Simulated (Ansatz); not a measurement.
**Vibrational response of FeCo**

Level of theory: DFT PBE, scalar-relativistic, plane waves, PAW (Ansatz 0.2.0). Plane waves to 420 eV; Γ-centred k mesh 20×20×20; Gaussian smearing of 0.20 eV. Collinear spin, site moments 2.8, 1.8 μB. Phonons by linear response, acoustic sum rule imposed.

Equilibrium structure at this level:
```
Fe Co
1.0
     2.84464    0.00000    0.00000
     0.00000    2.84464    0.00000
     0.00000    0.00000    2.84464
Fe Co
1 1
Cartesian
  0.0000 0.0000 0.0000
  1.4223 1.4223 1.4223
```

The cell has the caesium chloride type, in a space group that the Crystallography Open Database lists for this formula; it was reached from a generator's guess. In a metal, frequencies depend on the k mesh and the smearing, soft modes most.

**Question.** Is this structure stable against zone-centre distortions?

**Answer.** Yes, at Γ: no optical mode is imaginary. Strains and other wave vectors aren't tested by this run.

**Question.** List the optical modes at Γ (i marks imaginary ones).

**Answer.**
```
frequency (THz)  degeneracy
           7.35           3
```
